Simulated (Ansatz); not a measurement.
LiF: stable or not

The cell was reached from a generator's guess, though it ends in a space group that the Crystallography Open Database lists for this formula.

Computed with DFT PBE, scalar-relativistic, plane waves, PAW in Ansatz 0.2.0. Cutoff 420 eV, Γ-centred 10×10×10 mesh (2-atom cell), Gaussian smearing of 0.02 eV, no spin polarisation.

```yaml
crystal:
  lattice:
    - [0.00000, 2.03352, 2.03352]
    - [2.03352, 0.00000, 2.03352]
    - [2.03352, 2.03352, 0.00000]
  atoms:
    - { symbol: Li, position: [0.50000, 0.50000, 0.50000] }
    - { symbol: F, position: [0.00000, 0.00000, 0.00000] }
```

Energies over the elements count from the elements' standard structures at the same level (F₂ as a molecule), with no fitted energy shifts.

Problem. These tests were run: energy against the elements; phonons on a 4×4×4 q mesh; elastic tensor. What do they show?

Solution.

| test | result |
| --- | --- |
| energy against the elements | −2.945 eV/atom |
| phonons on a 4×4×4 q mesh | no imaginary mode on the mesh |
| elastic tensor | least eigenvalue 60 GPa |

It fails none of these tests. Other phases of the system weren't compared here, so this isn't yet thermodynamic stability.

The run for the phonons used a 12×12×12 k mesh. The run for the elastic tensor used a 12×12×12 k mesh.
